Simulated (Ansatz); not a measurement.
**HfO2: further runs on the relaxed cell**

The task, for HfO2: measure the bulk modulus from energies at several volumes.

Method: DFT r2SCAN, scalar-relativistic, plane waves, PAW, in Ansatz 0.2.0.

## Step 1: The starting structure

It takes space group P2_1/c (No. 14, monoclinic). Conventional cell: a = 5.114 Å, b = 5.182 Å, c = 5.295 Å, α = 90.00°, β = 99.46°, γ = 90.00°. Hf (site symmetry 1) has 7 O at 2.04 to 2.25 Å as nearest neighbours. O (site symmetry 1) is surrounded by 4 Hf at 2.14 to 2.25 Å. Around O (site symmetry 1) lie 3 Hf at 2.04 to 2.14 Å.

Coordinates:

```cif
data_structure
_symmetry_space_group_name_H-M 'P2_1/c'
_symmetry_Int_Tables_number 14
_cell_length_a 5.1142
_cell_length_b 5.1817
_cell_length_c 5.2955
_cell_angle_alpha 90.000
_cell_angle_beta 99.465
_cell_angle_gamma 90.000
_cell_volume 138.42
loop_
_atom_site_label
_atom_site_type_symbol
_atom_site_symmetry_multiplicity
_atom_site_Wyckoff_symbol
_atom_site_fract_x
_atom_site_fract_y
_atom_site_fract_z
_atom_site_occupancy
Hf1 Hf 4 e 0.27620 0.04183 0.20821 1
O1 O 4 e 0.44795 0.75765 0.47850 1
O2 O 4 e 0.07006 0.33377 0.34402 1
```

It is the result of an earlier relaxation at this level (volume 11.54 Å³/atom; gap on the mesh: 4.59 eV).

## Step 2: The cell scaled to 0.97 of its volume

input.yaml

```yaml
crystal:
  lattice:
    - [5.0625303143, 0.0, -0.0061865545]
    - [0.0, 5.1293783071, 0.0]
    - [-0.8556591722, 0.0, 5.1716797759]
  atoms:
    - { symbol: Hf, position: [0.2761998696, 0.0418318844, 0.2082101844] }
    - { symbol: Hf, position: [0.7238001304, 0.5418318844, 0.2917898156] }
    - { symbol: Hf, position: [0.7238001304, 0.9581681156, 0.7917898156] }
    - { symbol: Hf, position: [0.2761998696, 0.4581681156, 0.7082101844] }
    - { symbol: O, position: [0.4479533929, 0.7576521434, 0.4784979916] }
    - { symbol: O, position: [0.5520466071, 0.2576521434, 0.0215020084] }
    - { symbol: O, position: [0.5520466071, 0.2423478566, 0.5215020084] }
    - { symbol: O, position: [0.4479533929, 0.7423478566, 0.9784979916] }
    - { symbol: O, position: [0.0700607259, 0.3337739724, 0.3440209893] }
    - { symbol: O, position: [0.9299392741, 0.8337739724, 0.1559790107] }
    - { symbol: O, position: [0.9299392741, 0.6662260276, 0.6559790107] }
    - { symbol: O, position: [0.0700607259, 0.1662260276, 0.8440209893] }
basis:
  ecutwfc: 500
kpoints:
  mp_grid: { grid: [6, 6, 6] }
hamiltonian:
  xc: r2scan
scf:
  occupations: { method: gaussian, width: 0.02 }
output:
  forces: true
  stress: true
  eigenvalues: true
relax:
  adjacent_minimum: "off"
  f_tol: 0.01
  max_steps: 30
  cell: { stress_tol: 0.1, fix: [volume] }
```

Command:

```console
$ ansatz run input.yaml --threads 8 --pin off --max-ram 22528MiB --backend cpu --events-out ev --progress --plain --runs-dir out
```

## Step 3: The cell scaled to 1.03 of its volume

input.yaml, as its differences from that of step 2:

```diff
@@ -2,5 +2,5 @@
   lattice:
-    - [5.0625303143, 0.0, -0.0061865545]
-    - [0.0, 5.1293783071, 0.0]
-    - [-0.8556591722, 0.0, 5.1716797759]
+    - [5.1648312162, 0.0, -0.0063115691]
+    - [0.0, 5.2330300374, 0.0]
+    - [-0.8729498746, 0.0, 5.2761863117]
   atoms:
```

## Step 4: The cell scaled to 0.94 of its volume

input.yaml

```yaml
crystal:
  lattice:
    - [4.9957230687, 0.0, 0.0202466537]
    - [0.0, 5.125848767, 0.0]
    - [-0.8174790154, 0.0, 5.0779087093]
  atoms:
    - { symbol: Hf, position: [0.277070323, 0.0407898869, 0.2087128077] }
    - { symbol: Hf, position: [0.722929677, 0.5407898869, 0.2912871923] }
    - { symbol: Hf, position: [0.722929677, 0.9592101131, 0.7912871923] }
    - { symbol: Hf, position: [0.277070323, 0.4592101131, 0.7087128077] }
    - { symbol: O, position: [0.4450696623, 0.759796882, 0.4831376254] }
    - { symbol: O, position: [0.5549303377, 0.259796882, 0.0168623746] }
    - { symbol: O, position: [0.5549303377, 0.240203118, 0.5168623746] }
    - { symbol: O, position: [0.4450696623, 0.740203118, 0.9831376254] }
    - { symbol: O, position: [0.0793717526, 0.3518965695, 0.3280668892] }
    - { symbol: O, position: [0.9206282474, 0.8518965695, 0.1719331108] }
    - { symbol: O, position: [0.9206282474, 0.6481034305, 0.6719331108] }
    - { symbol: O, position: [0.0793717526, 0.1481034305, 0.8280668892] }
basis:
  ecutwfc: 500
kpoints:
  mp_grid: { grid: [6, 6, 6] }
hamiltonian:
  xc: r2scan
scf:
  occupations: { method: gaussian, width: 0.02 }
output:
  forces: true
  stress: true
  eigenvalues: true
relax:
  adjacent_minimum: "off"
  f_tol: 0.01
  max_steps: 30
  cell: { stress_tol: 0.1, fix: [volume] }
```

## Step 5: Volume × 1.06

input.yaml

```yaml
crystal:
  lattice:
    - [5.2221853931, 0.0, -0.0158997498]
    - [0.0, 5.2552271217, 0.0]
    - [-0.8923494724, 0.0, 5.3491794779]
  atoms:
    - { symbol: Hf, position: [0.2747259833, 0.0427920659, 0.2085345791] }
    - { symbol: Hf, position: [0.7252740167, 0.5427920659, 0.2914654209] }
    - { symbol: Hf, position: [0.7252740167, 0.9572079341, 0.7914654209] }
    - { symbol: Hf, position: [0.2747259833, 0.4572079341, 0.7085345791] }
    - { symbol: O, position: [0.4511637169, 0.7565446417, 0.473683702] }
    - { symbol: O, position: [0.5488362831, 0.2565446417, 0.026316298] }
    - { symbol: O, position: [0.5488362831, 0.2434553583, 0.526316298] }
    - { symbol: O, position: [0.4511637169, 0.7434553583, 0.973683702] }
    - { symbol: O, position: [0.0653528471, 0.3242403776, 0.3530628641] }
    - { symbol: O, position: [0.9346471529, 0.8242403776, 0.1469371359] }
    - { symbol: O, position: [0.9346471529, 0.6757596224, 0.6469371359] }
    - { symbol: O, position: [0.0653528471, 0.1757596224, 0.8530628641] }
basis:
  ecutwfc: 500
kpoints:
  mp_grid: { grid: [6, 6, 6] }
hamiltonian:
  xc: r2scan
scf:
  occupations: { method: gaussian, width: 0.02 }
output:
  forces: true
  stress: true
  eigenvalues: true
relax:
  adjacent_minimum: "off"
  f_tol: 0.01
  max_steps: 30
  cell: { stress_tol: 0.1, fix: [volume] }
```

(Steps that only read results are left out.)

Before running it: what results should come out? Wanted: equilibrium volume of the fit; bulk modulus.

The runs gave:

```
                     quantity          value
equilibrium volume of the fit  11.53 Å³/atom
                 bulk modulus        188 GPa
      its pressure derivative           -1.8
```

**Reading.** The fit puts the minimum at 11.53 Å³/atom with B = 188 GPa and B' = -1.8. B' = -1.8 lies outside the usual range of about 3 to 6, so take the fit with care. The gap on the mesh goes from 5.07 eV at the smallest volume to 4.63 eV at the largest. These runs have no spin-orbit coupling; with Hf it would split and shift bands.
